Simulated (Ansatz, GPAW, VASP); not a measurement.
# C: programs and potentials compared

```
C
1.0
     0.00000    1.78337    1.78337
     1.78337    0.00000    1.78337
     1.78337    1.78337    0.00000
C
2
Direct
  0.75000 0.75000 0.75000
  0.50000 0.50000 0.50000
```

Alike in all runs: task single point; functional PBE; k mesh 13 × 13 × 13; occupations gaussian, width 0.029 eV; no spin polarisation; no spin-orbit coupling. Pressure is positive in compression and, in plane waves, holds the error of the finite cutoff.

| program and potentials | plane-wave cutoff (eV) | notes | pressure (GPa) |
| --- | --- | --- | --- |
| VASP, PBE PAW files C, 520 eV | 520 | - | 2.46 |
| Ansatz, all-electron LAPW, scalar-relativistic | - | - | 1.75 |
| GPAW, GPAW PAW data sets (gpaw-data 1.2.1) | 800 | - | 1.42 |

The pressure spans 1.42 (GPAW, GPAW PAW data sets (gpaw-data 1.2.1)) to 2.46 GPa (VASP, PBE PAW files C, 520 eV), with all-electron results at 1.75.

Differences between rows come from potentials, basis sets and numerical settings, since the functional is the same but for its coding. Runs on potential files found faulty are left out.

All three runs give a small positive pressure, so this diamond cell is slightly compressed relative to the PBE equilibrium volume and would expand if relaxed. The magnitude reflects the stiffness of the lattice: short, strongly directional sp³ bonds form a rigid three-dimensional network, and even a very slight shortening costs appreciable energy. For the same reason, the spread from 1.42 to 2.46 GPa corresponds to only a minute difference in equilibrium lattice constant, and would matter little for bond lengths.

The all-electron value of 1.75 GPa lies between the two PAW results and closer to GPAW. An incomplete plane-wave basis normally lowers the calculated pressure, because expansion at a fixed number of plane waves reduces the effective cutoff, so the higher VASP value probably stems from its potential rather than from basis truncation. The agreement in sign supports a common picture of mild compression, but a single volume does not establish how closely the three descriptions agree on the bulk modulus.
